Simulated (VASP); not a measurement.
# BP (F-43m) in VASP: further runs

The runs below take BP through single point, relaxation of cell and atoms, with LDA, PBE+D3(BJ).

Everything below comes from runs of VASP 6.6.1. Logs are shortened: lines on timing, memory, paths and dates and some standing lists are left out, and cuts for length are marked.

## (1) The structure

The structure is cubic, space group F-43m (No. 216). Conventional cell: a = 4.538 Å, b = 4.538 Å, c = 4.538 Å, α = 90.00°, β = 90.00°, γ = 90.00°. Around P (site symmetry -43m) lie 4 B at 1.97 Å. B (site symmetry -43m) has 4 P at 1.97 Å as nearest neighbours.

## (2) Single point, LDA

run.py reads:

```python
from ase.calculators.vasp import Vasp
from ase.dft.bandgap import bandgap
from ase.io import read

atoms = read('BP.cif')
calc = Vasp(
    directory='calc',
    xc='lda',
    pp='LDA',
    setups='recommended',
    prec='Accurate',
    encut=520,
    ediff=1e-06,
    ismear=0,
    sigma=0.02,
    lreal=False,
    lasph=True,
    nelm=100,
    algo='Fast',
    isif=2,
    lwave=False,
    lcharg=True,
    lelf=True,
    lvhar=True,
    kpts=[10, 10, 10],
    gamma=True,
)
atoms.calc = calc

print('energy (eV):', atoms.get_potential_energy())
print('free energy (eV):', atoms.get_potential_energy(force_consistent=True))
print('forces (eV/A):')
print(atoms.get_forces())
print('stress (eV/A^3, Voigt):', atoms.get_stress())
print('Fermi level (eV):', calc.get_fermi_level())
gap, top, bottom = bandgap(calc)
print('band gap (eV):', gap, 'from (spin, k, band)', top, 'to', bottom)
```

BP.cif reads:

```cif
data_BP
_cell_length_a 3.20885057
_cell_length_b 3.20885057
_cell_length_c 3.20885057
_cell_angle_alpha 60.00000000
_cell_angle_beta 60.00000000
_cell_angle_gamma 60.00000000
_space_group_name_H-M_alt 'P1'
_space_group_name_Hall 'P 1'
_space_group_IT_number 1
loop_
_space_group_symop_operation_xyz
'x,y,z'
loop_
_atom_site_label
_atom_site_type_symbol
_atom_site_symmetry_multiplicity
_atom_site_Wyckoff_symbol
_atom_site_fract_x
_atom_site_fract_y
_atom_site_fract_z
_atom_site_occupancy
P1 P 1 a 0.7500000000 0.7500000000 0.7500000000 1
B1 B 1 a 0.0000000000 0.0000000000 0.0000000000 1
```

Potentials or basis: VASP PAW LDA potentials, release 64 (P, B).

Launch:

```
> python run.py
```

Standard output:

```text
energy (eV): -14.38713819
free energy (eV): -14.38713819
forces (eV/A):
[[ 0. -0. -0.]
 [-0.  0.  0.]]
stress (eV/A^3, Voigt): [0.0332521 0.0332521 0.0332521 0.        0.        0.       ]
Fermi level (eV): 7.52048771
band gap (eV): 1.1875 from (spin, k, band) (0, np.int64(0), np.int64(3)) to (0, np.int64(27), np.int64(4))
```

OUTCAR:

```text
ENCUT = 520.000000
   EDIFF = 1.00e-06
   PREC = Accurate
   ISIF = 2
   ISMEAR = 0
   NELM = 100
   LASPH = .TRUE.
   LREAL = .FALSE.

 ion  position               nearest neighbor table
   1  0.750  0.750  0.750-   2 1.97   2 1.97   2 1.97   2 1.97
   2  0.000  0.000  0.000-   1 1.97   1 1.97   1 1.97   1 1.97

  LATTYP: Found a face centered cubic cell.
 ALAT       =     4.5379999957

  Lattice vectors:

 A1 = (   3.2088505700,   0.0000000000,   0.0000000000)
 A2 = (   1.6044252850,   2.7789461106,   0.0000000000)
 A3 = (   1.6044252850,   0.9263153702,   2.6200155191)

Analysis of symmetry for initial positions (statically):
=====================================================================
 Subroutine PRICEL returns:
 Original cell was already a primitive cell.

 Routine SETGRP: Setting up the symmetry group for a
 face centered cubic supercell.

 Subroutine GETGRP returns: Found 24 space group operations
 (whereof 24 operations were pure point group operations)
 out of a pool of 48 trial point group operations.

The static configuration has the point symmetry T_d .

Analysis of symmetry for dynamics (positions and initial velocities):
=====================================================================
 Subroutine PRICEL returns:
 Original cell was already a primitive cell.

 Routine SETGRP: Setting up the symmetry group for a
 face centered cubic supercell.

 Subroutine GETGRP returns: Found 24 space group operations
 (whereof 24 operations were pure point group operations)
 out of a pool of 48 trial point group operations.

The dynamic configuration has the point symmetry T_d .

 Subroutine INISYM returns: Found 24 space group operations
 (whereof 24 operations are pure point group operations),
 and found     1 'primitive' translations

----------------------------------------------------------------------------------------

                                     Primitive cell

  volume of cell :      23.3633

  direct lattice vectors                    reciprocal lattice vectors
     3.208850570  0.000000000  0.000000000     0.311638070 -0.179924324 -0.127225710
     1.604425285  2.778946111  0.000000000     0.000000000  0.359848648 -0.127225710
     1.604425285  0.926315370  2.620015519     0.000000000  0.000000000  0.381677129

  length of vectors
     3.208850570  3.208850570  3.208850570     0.381677129  0.381677129  0.381677129

  position of ions in fractional coordinates (direct lattice)
     0.750000000  0.750000000  0.750000000
     0.000000000  0.000000000  0.000000000

  ion indices of the primitive-cell ions
   primitive index   ion index
                 1           1
                 2           2

----------------------------------------------------------------------------------------

 KPOINTS: KPOINTS created by Atomic Simulation Env

Automatic generation of k-mesh.
 Grid dimensions read from file:
 generate k-points for:   10   10   10

 Generating k-lattice:

  Cartesian coordinates                     Fractional coordinates (reciprocal lattice)
     0.031163807 -0.017992432 -0.012722571     0.100000000  0.000000000  0.000000000
     0.000000000  0.035984865 -0.012722571     0.000000000  0.100000000  0.000000000
     0.000000000  0.000000000  0.038167713     0.000000000  0.000000000  0.100000000

  Length of vectors
     0.038167713  0.038167713  0.038167713

  Shift w.r.t. Gamma in fractional coordinates (k-lattice)
     0.000000000  0.000000000  0.000000000

 Subroutine IBZKPT returns following result:
 ===========================================

 Found     47 irreducible k-points:

 Following reciprocal coordinates:
            Coordinates               Weight
  0.000000  0.000000  0.000000      1.000000
  0.100000  0.000000  0.000000      8.000000
  0.200000  0.000000  0.000000      8.000000
  0.300000  0.000000  0.000000      8.000000
  0.400000  0.000000  0.000000      8.000000
  0.500000  0.000000  0.000000      4.000000
[... 39 lines left out ...]
 -0.300000  0.400000  0.200000     24.000000
 -0.300000  0.500000  0.200000     12.000000
   k-points           NKPTS =     47   k-points in BZ     NKDIM =     47   number of bands    NBANDS=      8
   number of dos      NEDOS =    301   number of ions     NIONS =      2
   total plane-waves  NPLWV =  13824
   dimension x,y,z NGX =    24 NGY =   24 NGZ =   24
   dimension x,y,z NGXF=    48 NGYF=   48 NGZF=   48
   ions per type =               1   1
   NGX,Y,Z   is equivalent  to a cutoff of  12.43, 12.43, 12.43 a.u.
   NGXF,Y,Z  is equivalent  to a cutoff of  24.87, 24.87, 24.87 a.u.
 SYSTEM =  unknown system
   PREC   = accura    normal or accurate (medium, high low for compatibility)
   ISTART =      0    job   : 0-new  1-cont  2-samecut
   ICHARG =      2    charge: 1-file 2-atom 10-const
   ISPIN  =      1    spin polarized calculation?
   LNONCOLLINEAR =      F non collinear calculations
   LSORBIT =      F    spin-orbit coupling
   LASPH  =      T    aspherical Exc in radial PAW
   ENCUT  =  520.0 eV  38.22 Ry    6.18 a.u.   5.97  5.97  5.97*2*pi/ulx,y,z
   NELM   =    100;   NELMIN=  2; NELMDL= -5     # of ELM steps
   EDIFF  = 0.1E-05   stopping-criterion for ELM
   LREAL  =      F    real-space projection
   EDIFFG = 0.1E-04   stopping-criterion for IOM
   NSW    =      0    number of steps for IOM
   IBRION =     -1    ionic relax: 0-MD 1-quasi-New 2-CG
   NFREE  =      0    steps in history (QN), initial steepest desc. (CG)
   ISIF   =      2    stress and relaxation
   ISYM   =      2    0-nonsym 1-usesym 2-fastsym
   POTIM  = 0.5000    time-step for ionic-motion
   TEBEG  =    0.0;   TEEND  =   0.0 temperature during run
   PSTRESS=    0.0 pullay stress
   NELECT =       8.0000    total number of electrons
   NUPDOWN=      -1.0000    fix difference up-down
   EMIN   =  10.00;   EMAX   =-10.00  energy-range for DOS
   EFERMI =   0.00;   METHOD = LEGACY
   ISMEAR =     0;   SIGMA  =   0.02  broadening in eV -4-tet -1-fermi 0-gaus
   EFERMI_NEDOS =   21; number of points for ismear=-14 and -15
   IALGO  =     68    algorithm
   IMIX   =      4    mixing-type and parameters
     AMIX     =   0.40;   BMIX     =  1.00
     AMIX_MAG =   1.60;   BMIX_MAG =  1.00
  volume/ion in A,a.u.               =      11.68        78.83
  Fermi-wavevector in a.u.,A,eV,Ry     =   1.145320  2.164342 17.847562  1.311759
  Thomas-Fermi vector in A             =   2.282009
   LORBIT       =      0    0 simple, 1 ext, 2 COOP (PROOUT), +10 PAW based schemes
   GGA     = CA    functional components
   LHFCALC =     F    Hartree Fock is set to
   AEXX    =    0.0000 exact exchange contribution
   IVDW    =     0    specifies the selected vdW correction
   LEPSILON=     F    determine dielectric tensor
   LRPA    =     F    only Hartree local field effects (RPA)
 non-spin polarized calculation
 RMM-DIIS sequential band-by-band and
 Gauss-broadening in eV      SIGMA  =   0.02
  energy-cutoff  :      520.00
  volume of cell :       23.36
 maximum number of plane-waves:       639
   NGX = 11   NGY = 11   NGZ = 11

 number of electron       8.0000000 magnetization

 Free energy of the ion-electron system (eV)
  ---------------------------------------------------
  ext. energy  EPLUGINS =         0.00000000
  ---------------------------------------------------
  free energy    TOTEN  =       -14.38713819 eV

  energy without entropy =      -14.38713819  energy(sigma->0) =      -14.38713819

 E-fermi :   7.5205     XC(G=0): -11.0879

 val. band max:        7.4062242334   @ k =   0.0000   0.0000   0.0000
 cond. band min:       8.5936733936   @ k =   0.4000   0.4000   0.0000
 fundamental gap:      1.1874491603
 Fermi energy:         7.5204877139

 k-point     1 :       0.0000    0.0000    0.0000
  band No.  band energies     occupation
      1      -7.9841      2.00000
      2       7.4062      2.00000
      3       7.4062      2.00000
      4       7.4062      2.00000
      5      10.7846      0.00000
      6      10.7846      0.00000
      7      10.7846      0.00000
      8      14.7750      0.00000
[... 419 lines left out ...]
 k-point    40 :      -0.2000    0.3000    0.1000
  band No.  band energies     occupation
      1      -5.0485      2.00000
      2       0.9918      2.00000
      3       2.2535      2.00000
      4       4.8697      2.00000
      5      11.8072      0.00000
      6      12.8562      0.00000
      7      14.4648      0.00000
      8      15.9506      0.00000

 [... further k-points ...]

------------------------ aborting loop because EDIFF is reached ----------------------------------------

  FORCE on cell =-STRESS in cart. coord.  units (eV):
  Direction    XX          YY          ZZ          XY          YZ          ZX
  --------------------------------------------------------------------------------------
  -------------------------------------------------------------------------------------
  Total       -0.7768772     -0.7768772     -0.7768772      0.0000000     -0.0000000     -0.0000000
  in kB      -53.2757415    -53.2757415    -53.2757415      0.0000000     -0.0000000     -0.0000000
  external PRESSURE =     -53.2757415 kB  Pullay stress =       0.0000000 kB

 VOLUME and BASIS-vectors are now :
 -----------------------------------------------------------------------------
  energy-cutoff  :      520.00
  volume of cell :       23.36
      direct lattice vectors                 reciprocal lattice vectors
     3.208850570  0.000000000  0.000000000     0.311638070 -0.179924324 -0.127225710
     1.604425285  2.778946111  0.000000000     0.000000000  0.359848648 -0.127225710
     1.604425285  0.926315370  2.620015519     0.000000000  0.000000000  0.381677129

 POSITION                                       TOTAL-FORCE (eV/Angst)
 -----------------------------------------------------------------------------------
      4.81328      2.77895      1.96501         0.000000     -0.000000     -0.000000
      0.00000      0.00000      0.00000        -0.000000      0.000000      0.000000
 -----------------------------------------------------------------------------------
    total drift:                               -0.000000     -0.000000     -0.000000

  FREE ENERGIE OF THE ION-ELECTRON SYSTEM (eV)
  ---------------------------------------------------
  free  energy   TOTEN  =       -14.3871381899 eV

  energy  without entropy=      -14.3871381899  energy(sigma->0) =      -14.38713819
```

INCAR:

```text
ENCUT = 520.000000
SIGMA = 0.020000
EDIFF = 1.00e-06
ALGO = Fast
PREC = Accurate
ISIF = 2
ISMEAR = 0
NELM = 100
LASPH = .TRUE.
LCHARG = .TRUE.
LELF = .TRUE.
LVHAR = .TRUE.
LWAVE = .FALSE.
LREAL = .FALSE.
```

Wall time 8.2 s (1 thread of Intel Xeon Platinum 8488C (Sapphire Rapids), shared host); peak memory 0.12 GiB.

What came out:

* Free energy: -14.3871 eV
* Pressure: -5.3 GPa
* Band gap on the k mesh: 1.19 eV, indirect (least direct gap 3.38 eV)

A k mesh can miss the band edges.

## (3) Relaxation of cell and atoms, PBE+D3(BJ)

INCAR reads:

```
ALGO = Normal
EDIFF = 1E-7
EDIFFG = -0.02
ENCUT = 600
GGA = PE
IBRION = 2
ISIF = 3
ISMEAR = 0
IVDW = 12
LASPH = True
LCHARG = False
LREAL = False
LWAVE = False
NELM = 100
NSW = 40
PREC = Accurate
SIGMA = 0.02
```

KPOINTS reads:

```
k-points
0
Gamma
  8 8 8
```

POSCAR reads:

```
BP
1.0
    0.0000000000      2.2690000000      2.2690000000
    2.2690000000      0.0000000000      2.2690000000
    2.2690000000      2.2690000000      0.0000000000
P B
1 1
Direct
    0.7500000000      0.7500000000      0.7500000000
    0.0000000000      0.0000000000      0.0000000000
```

Potentials or basis: VASP PAW PBE potentials, release 64 (P, B).

Launch:

```
> cat potpaw_PBE.64/P/POTCAR potpaw_PBE.64/B/POTCAR > POTCAR
> mpirun -np 1 vasp_std > vasp.out
```

OUTCAR:

```text
EDIFF = 1E-7
   EDIFFG = -0.02
   ENCUT = 600
   GGA = PE
   IBRION = 2
   ISIF = 3
   ISMEAR = 0
   IVDW = 12
   LASPH = True
   LREAL = False
   NELM = 100
   NSW = 40
   PREC = Accurate
 IVDW          = 12

 ion  position               nearest neighbor table
   1  0.750  0.750  0.750-   2 1.97   2 1.97   2 1.97   2 1.97
   2  0.000  0.000  0.000-   1 1.97   1 1.97   1 1.97   1 1.97

  LATTYP: Found a face centered cubic cell.
 ALAT       =     4.5380000000

  Lattice vectors:

 A1 = (   0.0000000000,   2.2690000000,   2.2690000000)
 A2 = (   2.2690000000,   0.0000000000,   2.2690000000)
 A3 = (   2.2690000000,   2.2690000000,   0.0000000000)

Analysis of symmetry for initial positions (statically):
=====================================================================
 Subroutine PRICEL returns:
 Original cell was already a primitive cell.

 Routine SETGRP: Setting up the symmetry group for a
 face centered cubic supercell.
[... 254 lines left out ...]
  ext. energy  EPLUGINS =         0.00000000
  ---------------------------------------------------
  free energy    TOTEN  =       -12.92167294 eV

  energy without entropy =      -12.92167294  energy(sigma->0) =      -12.92167294

 E-fermi :   7.7967     XC(G=0): -11.0000

 val. band max:        7.6906828921   @ k =   0.0000   0.0000   0.0000
 cond. band min:       8.9331325867   @ k =   0.3750   0.3750   0.0000
 fundamental gap:      1.2424496945
 Fermi energy:         7.7967029001

 k-point     1 :       0.0000    0.0000    0.0000
  band No.  band energies     occupation
      1      -7.9636      2.00000
      2       7.6907      2.00000
      3       7.6907      2.00000
      4       7.6907      2.00000
      5      11.1236      0.00000
      6      11.1236      0.00000
      7      11.1236      0.00000
      8      15.3965      0.00000
[... 243 lines left out ...]
 k-point    24 :      -0.3750    0.2500    0.1250
  band No.  band energies     occupation
      1      -3.8843      2.00000
      2      -0.8936      2.00000
      3       3.0962      2.00000
      4       4.5105      2.00000
      5      11.8839      0.00000
      6      12.9639      0.00000
      7      16.1394      0.00000
      8      17.6167      0.00000

 [... further k-points ...]

------------------------ aborting loop because EDIFF is reached ----------------------------------------

 Edisp (eV)   -0.66102

 E8    (eV) :    -0.2415
[... 25 lines left out ...]
  FREE ENERGIE OF THE ION-ELECTRON SYSTEM (eV)
  ---------------------------------------------------
  free  energy   TOTEN  =       -13.5826963498 eV

  energy  without entropy=      -13.5826963498  energy(sigma->0) =      -13.58269635

 reached required accuracy - stopping structural energy minimisation
```

Run time: 13 s. Hardware: 1 thread of Intel Xeon Platinum 8488C (Sapphire Rapids), shared host; peak memory 0.16 GiB.

Results:

| Property | Result |
| --- | --- |
| Free energy | -13.5827 eV |
| Relaxed volume | 11.43 Å³/atom |
| Relaxed cell | a = 3.186 Å, b = 3.186 Å, c = 3.186 Å, α = 60.00°, β = 60.00°, γ = 60.00° |
| Space group after relaxing (to 0.05 Å) | F-43m (No. 216) |
| Energy gained by relaxing | 2.8 meV/atom |
| Ionic steps | 3 |
| Pressure after relaxing | 0.0 GPa |
| Band gap on the k mesh | 1.24 eV, indirect (least direct gap 3.43 eV) |
| Dispersion energy per atom | -0.331 eV |

Step by step:
| step | energy change (eV) | largest force (eV/Å) | pressure (GPa) | volume (Å³) |
| --- | --- | --- | --- | --- |
| 1 | 0.0000 | 0.0000 | -3.53 | 23.36 |
| 2 | -0.0025 | 0.0000 | 2.80 | 22.50 |
| 3 | -0.0056 | 0.0000 | 0.00 | 22.86 |

Final structure:
```xyz
2
Lattice="0.0000 2.2527 2.2527 2.2527 0.0000 2.2527 2.2527 2.2527 0.0000" Properties=species:S:1:pos:R:3 pbc="T T T"
P     3.3791    3.3791    3.3791
B     0.0000    0.0000    0.0000
```
